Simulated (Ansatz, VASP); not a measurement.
# Hf in VASP and in Ansatz

```
CELL_PARAMETERS angstrom
2.56565 0.00000 0.00000
0.00000 2.56565 0.00000
0.00000 0.00000 2.56565
ATOMIC_POSITIONS crystal
Hf 0.00000 0.00000 0.00000
```

Change from the starting cell: volume scaled by 0.68, LAPW.

Alike in both runs: task single point; functional PBE; k mesh 15 × 15 × 15; occupations fermi-dirac, width 0.08 eV; no spin polarisation.

|  | VASP | Ansatz |
| --- | --- | --- |
| version | VASP 6.6.1 | Ansatz 0.2.0 |
| potentials or method | VASP PAW PBE potentials, release 64 (Hf_pv), cutoff 520 eV | all-electron LAPW, scalar-relativistic |

Ansatz gave:

```
pressure (GPa) : 57.0
```

Q: Estimate VASP's values.

A: Pressure (GPa): 55.8.

Ansatz ran all-electron here, so the differences hold the error of VASP's frozen core and of both bases.

Caveats: so large a pressure means that the cell lies far from this level's equilibrium, or that cutoff or potentials fall short (VASP). Spin-orbit coupling is left out, which matters for the levels of Hf.
